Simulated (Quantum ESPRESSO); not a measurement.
# Ti (Im-3m) in Quantum ESPRESSO: settings compared

The runs below take Ti through band structure, single point, equation of state, with rev-vdW-DF2, AM05.

Everything below comes from runs of Quantum ESPRESSO 7.5. Logs are shortened: lines on timing, memory, paths and dates and some standing lists are left out, and cuts for length are marked.

## Step 1: Starting point

It takes space group Im-3m (No. 229, cubic). The conventional cell has a = 3.282 Å, b = 3.282 Å, c = 3.282 Å, α = 90.00°, β = 90.00°, γ = 90.00°. Ti (site symmetry m-3m) has 8 Ti at 2.84 Å as nearest neighbours.

This isn't the form of Ti at room conditions, which is hcp.

## Step 2: Band structure, rev-vdW-DF2

Input file pw.in:

```
&CONTROL
  calculation = 'scf'
  prefix = 'pwscf'
  outdir = './tmp'
  pseudo_dir = './pseudo'
  tprnfor = .true.
  tstress = .true.
  disk_io = 'low'
/
&SYSTEM
  ibrav = 0
  A = 2.84229538
  nat = 1
  ntyp = 1
  ecutwfc = 84
  nbnd = 12
  input_dft = 'vdw-df2-b86r'
  occupations = 'smearing'
  smearing = 'fd'
  degauss = 0.00367493
/
&ELECTRONS
  conv_thr = 2d-10
  electron_maxstep = 120
  mixing_beta = 0.5
/
ATOMIC_SPECIES
Ti    47.8670 Ti.upf
CELL_PARAMETERS alat
  -0.5773502682    0.5773502682    0.5773502682
   0.5773502682   -0.5773502682    0.5773502682
   0.5773502682    0.5773502682   -0.5773502682
ATOMIC_POSITIONS alat
Ti     0.0000000000    0.0000000000    0.0000000000
K_POINTS automatic
11 11 11 0 0 0
```

Input file bands.in:

```
&CONTROL
  calculation = 'bands'
  prefix = 'pwscf'
  outdir = './tmp'
  pseudo_dir = './pseudo'
  disk_io = 'low'
  verbosity = 'high'
/
&SYSTEM
  ibrav = 0
  A = 2.84229538
  nat = 1
  ntyp = 1
  ecutwfc = 84
  nbnd = 12
  input_dft = 'vdw-df2-b86r'
  occupations = 'smearing'
  smearing = 'fd'
  degauss = 0.00367493
/
&ELECTRONS
  conv_thr = 1d-08
  electron_maxstep = 120
  mixing_beta = 0.5
  diago_full_acc = .true.
/
ATOMIC_SPECIES
Ti    47.8670 Ti.upf
CELL_PARAMETERS alat
  -0.5773502682    0.5773502682    0.5773502682
   0.5773502682   -0.5773502682    0.5773502682
   0.5773502682    0.5773502682   -0.5773502682
ATOMIC_POSITIONS alat
Ti     0.0000000000    0.0000000000    0.0000000000
K_POINTS crystal
60
 0.0000000000  0.0000000000  0.0000000000 1
 0.0416666667 -0.0416666667  0.0416666667 1
 0.0833333333 -0.0833333333  0.0833333333 1
 0.1250000000 -0.1250000000  0.1250000000 1
 0.1666666667 -0.1666666667  0.1666666667 1
 0.2083333333 -0.2083333333  0.2083333333 1
 0.2500000000 -0.2500000000  0.2500000000 1
 0.2916666667 -0.2916666667  0.2916666667 1
 0.3333333333 -0.3333333333  0.3333333333 1
 0.3750000000 -0.3750000000  0.3750000000 1
 0.4166666667 -0.4166666667  0.4166666667 1
 0.4583333333 -0.4583333333  0.4583333333 1
 0.5000000000 -0.5000000000  0.5000000000 1
 0.4375000000 -0.4375000000  0.5000000000 1
 0.3750000000 -0.3750000000  0.5000000000 1
 0.3125000000 -0.3125000000  0.5000000000 1
 0.2500000000 -0.2500000000  0.5000000000 1
 0.1875000000 -0.1875000000  0.5000000000 1
 0.1250000000 -0.1250000000  0.5000000000 1
 0.0625000000 -0.0625000000  0.5000000000 1
 0.0000000000  0.0000000000  0.5000000000 1
 0.0000000000  0.0000000000  0.4444444444 1
 0.0000000000  0.0000000000  0.3888888889 1
 0.0000000000  0.0000000000  0.3333333333 1
 0.0000000000  0.0000000000  0.2777777778 1
 0.0000000000  0.0000000000  0.2222222222 1
 0.0000000000  0.0000000000  0.1666666667 1
 0.0000000000  0.0000000000  0.1111111111 1
 0.0000000000  0.0000000000  0.0555555556 1
 0.0000000000  0.0000000000  0.0000000000 1
 0.0227272727  0.0227272727  0.0227272727 1
 0.0454545455  0.0454545455  0.0454545455 1
 0.0681818182  0.0681818182  0.0681818182 1
 0.0909090909  0.0909090909  0.0909090909 1
 0.1136363636  0.1136363636  0.1136363636 1
 0.1363636364  0.1363636364  0.1363636364 1
 0.1590909091  0.1590909091  0.1590909091 1
 0.1818181818  0.1818181818  0.1818181818 1
 0.2045454545  0.2045454545  0.2045454545 1
 0.2272727273  0.2272727273  0.2272727273 1
 0.2500000000  0.2500000000  0.2500000000 1
 0.2708333333  0.1875000000  0.2708333333 1
 0.2916666667  0.1250000000  0.2916666667 1
 0.3125000000  0.0625000000  0.3125000000 1
 0.3333333333  0.0000000000  0.3333333333 1
 0.3541666667 -0.0625000000  0.3541666667 1
 0.3750000000 -0.1250000000  0.3750000000 1
 0.3958333333 -0.1875000000  0.3958333333 1
 0.4166666667 -0.2500000000  0.4166666667 1
 0.4375000000 -0.3125000000  0.4375000000 1
 0.4583333333 -0.3750000000  0.4583333333 1
 0.4791666667 -0.4375000000  0.4791666667 1
 0.5000000000 -0.5000000000  0.5000000000 1
 0.2500000000  0.2500000000  0.2500000000 1
 0.2083333333  0.2083333333  0.2916666667 1
 0.1666666667  0.1666666667  0.3333333333 1
 0.1250000000  0.1250000000  0.3750000000 1
 0.0833333333  0.0833333333  0.4166666667 1
 0.0416666667  0.0416666667  0.4583333333 1
 0.0000000000  0.0000000000  0.5000000000 1
```

Potentials or basis: PseudoDojo 0.4.1 SR PBE standard.

Started as:

```sh
OMP_NUM_THREADS=1 pw.x -in pw.in > pw.out
OMP_NUM_THREADS=1 pw.x -in bands.in > bands.out
```

pw.out:

```text
This program is part of the open-source Quantum ESPRESSO suite
     for quantum simulation of materials; please cite
         "P. Giannozzi et al., J. Phys.:Condens. Matter 21 395502 (2009);
         "P. Giannozzi et al., J. Phys.:Condens. Matter 29 465901 (2017);
         "P. Giannozzi et al., J. Chem. Phys. 152 154105 (2020);
     in publications or presentations arising from this work. More details at

     IMPORTANT: XC functional enforced from input :
     Exchange-correlation= VDW-DF2-B86R
                           (   1   4  26   0   2   0   0)
     Any further DFT definition will be discarded
     Please, verify this is what you really want

     Message from routine setup:
     using ibrav=0 with symmetry is DISCOURAGED, use correct ibrav instead

     G-vector sticks info
     --------------------
     sticks:   dense  smooth     PW     G-vecs:    dense   smooth      PW
     Sum         727     727    221                12479    12479    2123

     Using Slab Decomposition

     bravais-lattice index     =            0
     lattice parameter (alat)  =       5.3712  a.u.
     unit-cell volume          =     119.2840 (a.u.)^3
     number of atoms/cell      =            1
     number of atomic types    =            1
     number of electrons       =        12.00
     number of Kohn-Sham states=           12
     kinetic-energy cutoff     =      84.0000  Ry
     charge density cutoff     =     336.0000  Ry
     scf convergence threshold =      2.0E-10
     mixing beta               =       0.5000
     number of iterations used =            8  plain     mixing
     Exchange-correlation= VDW-DF2-B86R
                           (   1   4  26   0   2   0   0)

     celldm(1)=   5.371160  celldm(2)=   0.000000  celldm(3)=   0.000000
     celldm(4)=   0.000000  celldm(5)=   0.000000  celldm(6)=   0.000000

     crystal axes: (cart. coord. in units of alat)
               a(1) = (  -0.577350   0.577350   0.577350 )
               a(2) = (   0.577350  -0.577350   0.577350 )
               a(3) = (   0.577350   0.577350  -0.577350 )

     reciprocal axes: (cart. coord. in units 2 pi/alat)
               b(1) = ( -0.000000  0.866025  0.866025 )
               b(2) = (  0.866025 -0.000000  0.866025 )
               b(3) = (  0.866025  0.866025  0.000000 )

     PseudoPot. # 1 for Ti read from file:
     Ti.upf
     Pseudo is Norm-conserving + core correction, Zval = 12.0
     Generated using ONCVPSP code by D. R. Hamann
     Using radial grid of 1586 points,  6 beta functions with:
                l(1) =   0
                l(2) =   0
                l(3) =   1
                l(4) =   1
                l(5) =   2
                l(6) =   2

     atomic species   valence    mass     pseudopotential
     Ti               12.00    47.86700     Ti( 1.00)

     48 Sym. Ops., with inversion, found

   Cartesian axes

     site n.     atom                  positions (alat units)
         1        Ti     tau(   1) = (   0.0000000   0.0000000   0.0000000  )

     number of k points=    56  Fermi-Dirac smearing, width (Ry)=  0.0037
                       cart. coord. in units 2pi/alat
        k(    1) = (   0.0000000   0.0000000   0.0000000), wk =   0.0015026
        k(    2) = (   0.0787296   0.0787296   0.0000000), wk =   0.0180316
        k(    3) = (   0.1574592   0.1574592   0.0000000), wk =   0.0180316
        k(    4) = (   0.2361887   0.2361887   0.0000000), wk =   0.0180316
        k(    5) = (   0.3149183   0.3149183   0.0000000), wk =   0.0180316
        k(    6) = (   0.3936479   0.3936479   0.0000000), wk =   0.0180316
[... 48 lines left out ...]
        k(   55) = (  -0.7872958  -0.0787296  -0.0787296), wk =   0.0120210
        k(   56) = (  -0.0000000  -0.0000000   0.7872958), wk =   0.0090158

     Dense  grid:    12479 G-vectors     FFT dimensions: (  32,  32,  32)

     Initial potential from superposition of free atoms

     starting charge      11.9984, renormalised to      12.0000

     %%%%%%%%%%%%%%%%%%%%%%%%%%%%%%%%%%%%%%%%%%%%%%%%%%%%%%%%%%%%%%%%%%%%%%%%
     %                                                                      %
     % You are using vdW-DF, which was implemented by the Thonhauser group. %
     % Please cite the following two papers that made this development      %
     % possible and the two reviews that describe the various versions:     %
     %                                                                      %
     %   T. Thonhauser et al., PRL 115, 136402 (2015).                      %
     %   T. Thonhauser et al., PRB 76, 125112 (2007).                       %
     %   K. Berland et al., Rep. Prog. Phys. 78, 066501 (2015).             %
     %   D.C. Langreth et al., J. Phys.: Condens. Matter 21, 084203 (2009). %
     %                                                                      %
     % If you are calculating stress with vdW-DF, please also cite:         %
     %                                                                      %
     %   R. Sabatini et al., J. Phys.: Condens. Matter 24, 424209 (2012).   %
     %                                                                      %
     %%%%%%%%%%%%%%%%%%%%%%%%%%%%%%%%%%%%%%%%%%%%%%%%%%%%%%%%%%%%%%%%%%%%%%%%

     %%%%%%%%%%%%%%%%%%%%%%%%%%%%%%%%%%%%%%%%%%%%%%%%%%%%%%%%%%%%%%%%%%%%%%%%
     %                                                                      %
     %  vdW-DF NEWS:                                                        %
     %                                                                      %
     %  * vdW-DF3 is now available. DOI: 10.1021/acs.jctc.0c00471           %
     %    use with input_dft = 'vdW-DF3-opt1' or 'vdW-DF3-opt2'             %
     %                                                                      %
     %  * Unscreened and range-separated hybrid vdW-DF-cx functionals       %
     %    DOI: 10.1063/1.4986522 and 10.1088/1361-648X/ac2ad2               %
     %    use with input_dft = 'vdW-DF-cx0'    and 'vdW-DF-ahcx'            %
     %  * Unscreened and range-separated hybrid vdW-DF2-b86r functionals    %
     %    DOI: 10.1063/1.4986522 and DOI: 10.1103/PhysRevX.12.041003        %
     %    use with input_dft = 'vdW-DF2-br0' and 'vdW-DF2-ahbr'             %
     %                                                                      %
     %%%%%%%%%%%%%%%%%%%%%%%%%%%%%%%%%%%%%%%%%%%%%%%%%%%%%%%%%%%%%%%%%%%%%%%%

     Starting wfcs are   10 randomized atomic wfcs +    2 random wfcs

     Self-consistent Calculation

     iteration #  1     ecut=    84.00 Ry     beta= 0.50
     Davidson diagonalization with overlap
     ethr =  1.00E-02,  avg # of iterations =  3.4

     Threshold (ethr) on eigenvalues was too large:
     Diagonalizing with lowered threshold

     Davidson diagonalization with overlap
     ethr =  3.10E-04,  avg # of iterations =  1.2

     total energy              =    -118.72525829 Ry
     estimated scf accuracy    <       0.03939762 Ry

     iteration #  2     ecut=    84.00 Ry     beta= 0.50
     Davidson diagonalization with overlap
     ethr =  3.28E-04,  avg # of iterations =  2.0

     total energy              =    -118.73542218 Ry
     estimated scf accuracy    <       0.00219215 Ry

     iteration #  3     ecut=    84.00 Ry     beta= 0.50
     Davidson diagonalization with overlap
     ethr =  1.83E-05,  avg # of iterations =  2.1

     total energy              =    -118.73586487 Ry
     estimated scf accuracy    <       0.00006721 Ry

     iteration #  4     ecut=    84.00 Ry     beta= 0.50
     Davidson diagonalization with overlap
     ethr =  5.60E-07,  avg # of iterations =  2.2

     total energy              =    -118.73587500 Ry
     estimated scf accuracy    <       0.00000735 Ry

     iteration #  5     ecut=    84.00 Ry     beta= 0.50
     Davidson diagonalization with overlap
     ethr =  6.12E-08,  avg # of iterations =  1.1
[... 8 lines left out ...]
     total energy              =    -118.73587456 Ry
     estimated scf accuracy    <       0.00000023 Ry

     iteration #  7     ecut=    84.00 Ry     beta= 0.50
     Davidson diagonalization with overlap
     ethr =  1.92E-09,  avg # of iterations =  2.0

     total energy              =    -118.73587461 Ry
     estimated scf accuracy    <          4.5E-10 Ry

     iteration #  8     ecut=    84.00 Ry     beta= 0.50
     Davidson diagonalization with overlap
     ethr =  3.78E-12,  avg # of iterations =  2.8

     total energy              =    -118.73587461 Ry
     estimated scf accuracy    <          2.5E-10 Ry

     iteration #  9     ecut=    84.00 Ry     beta= 0.50
     Davidson diagonalization with overlap
     ethr =  2.06E-12,  avg # of iterations =  1.1

     End of self-consistent calculation

          k = 0.0000 0.0000 0.0000 (  1505 PWs)   bands (ev):

   -43.6643 -19.5739 -19.5739 -19.5739   6.9280  13.7745  13.7745  13.7745
    15.5115  15.5115  30.1703  30.1703

          k = 0.0787 0.0787 0.0000 (  1529 PWs)   bands (ev):

   -43.6546 -19.6270 -19.5903 -19.5741   7.2046  13.6504  13.7345  13.9757
    15.3759  15.5198  29.6947  30.1042

          k = 0.1575 0.1575 0.0000 (  1529 PWs)   bands (ev):

   -43.6282 -19.7676 -19.6342 -19.5749   7.9810  13.3341  13.5220  14.5481
    15.2026  15.5558  28.1623  29.4387

          k = 0.2362 0.2362 0.0000 (  1545 PWs)   bands (ev):

   -43.5935 -19.9480 -19.6911 -19.5760   9.0635  12.9510  13.1848  15.2590
    15.3886  15.6352  25.8103  28.1327

          k = 0.3149 0.3149 0.0000 (  1553 PWs)   bands (ev):

   -43.5614 -20.1102 -19.7430 -19.5771  10.0033  12.6248  13.2240  15.4212
    15.7445  16.2922  23.3733  26.9216

          k = 0.3936 0.3936 0.0000 (  1552 PWs)   bands (ev):

   -43.5423 -20.2051 -19.7735 -19.5777  10.3646  12.4410  13.7961  15.4952
    15.8285  16.9196  21.6721  26.2275
[... 231 lines left out ...]
          k =-0.0000-0.0000 0.6298 (  1565 PWs)   bands (ev):

   -43.4837 -20.0083 -19.9372 -19.9372  11.1129  11.4310  15.2074  15.2074
    16.1068  18.0392  23.7678  23.7678

          k =-0.0000-0.0787 0.7086 (  1557 PWs)   bands (ev):

   -43.4693 -20.0450 -19.9722 -19.9454  11.0551  11.1164  15.4642  15.6025
    16.6122  19.5780  21.8612  22.6909

          k =-0.7873-0.0787-0.0787 (  1554 PWs)   bands (ev):

   -43.4624 -20.0238 -20.0238 -19.9518  10.9650  10.9650  15.5485  16.4357
    16.4357  21.0719  21.0719  21.4712

          k =-0.0000-0.0000 0.7873 (  1557 PWs)   bands (ev):

   -43.4558 -20.0179 -20.0080 -20.0080  10.8182  10.8287  16.4056  16.4056
    16.5971  20.5064  21.4606  21.4606

     the Fermi energy is    12.8005 ev

!    total energy              =    -118.73587461 Ry
     estimated scf accuracy    <          5.5E-11 Ry
     smearing contrib. (-TS)   =      -0.00162852 Ry
     internal energy E=F+TS    =    -118.73424609 Ry

     The total energy is F=E-TS. E is the sum of the following terms:
     one-electron contribution =     -41.21978448 Ry
     hartree contribution      =      24.44897732 Ry
     xc contribution           =     -17.46766971 Ry
     ewald contribution        =     -84.49576922 Ry

     convergence has been achieved in   9 iterations

     Forces acting on atoms (cartesian axes, Ry/au):

     atom    1 type  1   force =     0.00000000    0.00000000    0.00000000

     Total force =     0.000000     Total SCF correction =     0.000000

     Computing stress (Cartesian axis) and pressure

          total   stress  (Ry/bohr**3)                   (kbar)     P=      -51.50
  -0.00035006  -0.00000000  -0.00000000          -51.50       -0.00       -0.00
  -0.00000000  -0.00035006  -0.00000000           -0.00      -51.50       -0.00
  -0.00000000  -0.00000000  -0.00035006           -0.00       -0.00      -51.50

=------------------------------------------------------------------------------=
   JOB DONE.
=------------------------------------------------------------------------------=
```

Wall time 3 min (1 thread of AMD EPYC 7B13 (Zen 3), shared host); peak memory 0.09 GiB.

What came out:

| Item | Value |
| --- | --- |
| Free energy | -1615.4839 eV |
| Pressure | -5.1 GPa |
| Band gap on the k mesh | none (metal or under the smearing width) |

Levels at the corners of the path, in eV from the Fermi level:
```tsv
point	band 2	band 3	band 4	band 5	band 6	band 7	band 8	band 9	band 10	band 11
Γ	-32.37	-32.37	-32.37	-5.87	0.97	0.97	0.97	2.71	2.71	17.37
H	-32.82	-32.82	-32.82	-2.05	-2.05	3.86	3.86	3.86	8.26	8.26
N	-33.02	-32.58	-32.38	-2.41	-0.38	1.13	2.69	3.04	4.21	8.62
Γ	-32.37	-32.37	-32.37	-5.87	0.97	0.97	0.97	2.71	2.71	17.37
P	-32.69	-32.69	-32.69	-0.59	-0.59	-0.59	3.10	3.10	8.97	8.97
H	-32.82	-32.82	-32.82	-2.05	-2.05	3.86	3.86	3.86	8.26	8.26
P	-32.69	-32.69	-32.69	-0.59	-0.59	-0.59	3.10	3.10	8.97	8.97
N	-33.02	-32.58	-32.38	-2.41	-0.38	1.13	2.69	3.04	4.21	8.62
```

Caveat: the potentials were made for another functional, which shifts forces and pressure.

## Step 3: Band structure, AM05

Input file pw.in:

```
&CONTROL
  calculation = 'scf'
  prefix = 'pwscf'
  outdir = './tmp'
  pseudo_dir = './pseudo'
  tprnfor = .true.
  tstress = .true.
  disk_io = 'low'
/
&SYSTEM
  ibrav = 0
  nat = 1
  ntyp = 1
  ecutwfc = 84
  nbnd = 12
  input_dft = 'XC-000I-000I-120L-135L-000I-000I'
  occupations = 'smearing'
  smearing = 'fd'
  degauss = 0.00367493
/
&ELECTRONS
  conv_thr = 2d-10
  electron_maxstep = 120
  mixing_beta = 0.5
/
ATOMIC_SPECIES
Ti    47.8670 Ti.upf
CELL_PARAMETERS angstrom
  -1.6410000000    1.6410000000    1.6410000000
   1.6410000000   -1.6410000000    1.6410000000
   1.6410000000    1.6410000000   -1.6410000000
ATOMIC_POSITIONS angstrom
Ti     0.0000000000    0.0000000000    0.0000000000
K_POINTS automatic
11 11 11 0 0 0
```

Edit bands.in of step 2 so:

```diff
@@ -10,3 +10,2 @@
   ibrav = 0
-  A = 2.84229538
   nat = 1
@@ -15,3 +14,3 @@
   nbnd = 12
-  input_dft = 'vdw-df2-b86r'
+  input_dft = 'XC-000I-000I-120L-135L-000I-000I'
   occupations = 'smearing'
@@ -28,7 +27,7 @@
 Ti    47.8670 Ti.upf
-CELL_PARAMETERS alat
-  -0.5773502682    0.5773502682    0.5773502682
-   0.5773502682   -0.5773502682    0.5773502682
-   0.5773502682    0.5773502682   -0.5773502682
-ATOMIC_POSITIONS alat
+CELL_PARAMETERS angstrom
+  -1.6410000000    1.6410000000    1.6410000000
+   1.6410000000   -1.6410000000    1.6410000000
+   1.6410000000    1.6410000000   -1.6410000000
+ATOMIC_POSITIONS angstrom
 Ti     0.0000000000    0.0000000000    0.0000000000
```

Potentials or basis: PseudoDojo 0.4.1 SR PBE standard.

Started as:

```sh
OMP_NUM_THREADS=1 pw.x -in pw.in > pw.out
OMP_NUM_THREADS=1 pw.x -in bands.in > bands.out
```

It took 12 s on 1 thread of AMD EPYC 7B13 (Zen 3), shared host; peak memory 0.09 GiB.

Results (log left out):

```
Free energy            : -1611.5014 eV
Pressure               : -6.2 GPa
Band gap on the k mesh : none (metal or under the smearing width)
```

Levels at the corners of the path, in eV from the Fermi level:
| point | band 3 | band 4 | band 5 | band 6 | band 7 | band 8 | band 9 | band 10 |
| --- | --- | --- | --- | --- | --- | --- | --- | --- |
| Γ | -32.33 | -32.33 | -5.94 | 1.01 | 1.01 | 1.01 | 2.76 | 2.76 |
| H | -32.77 | -32.77 | -2.05 | -2.05 | 3.92 | 3.92 | 3.92 | 8.18 |
| N | -32.53 | -32.33 | -2.43 | -0.37 | 1.05 | 2.74 | 3.09 | 4.27 |
| Γ | -32.33 | -32.33 | -5.94 | 1.01 | 1.01 | 1.01 | 2.76 | 2.76 |
| P | -32.65 | -32.65 | -0.61 | -0.61 | -0.61 | 3.15 | 3.15 | 8.96 |
| H | -32.77 | -32.77 | -2.05 | -2.05 | 3.92 | 3.92 | 3.92 | 8.18 |
| P | -32.65 | -32.65 | -0.61 | -0.61 | -0.61 | 3.15 | 3.15 | 8.96 |
| N | -32.53 | -32.33 | -2.43 | -0.37 | 1.05 | 2.74 | 3.09 | 4.27 |

Caveat: the potentials were made for another functional, which shifts forces and pressure.

(Part 1 of 2 ends here.)
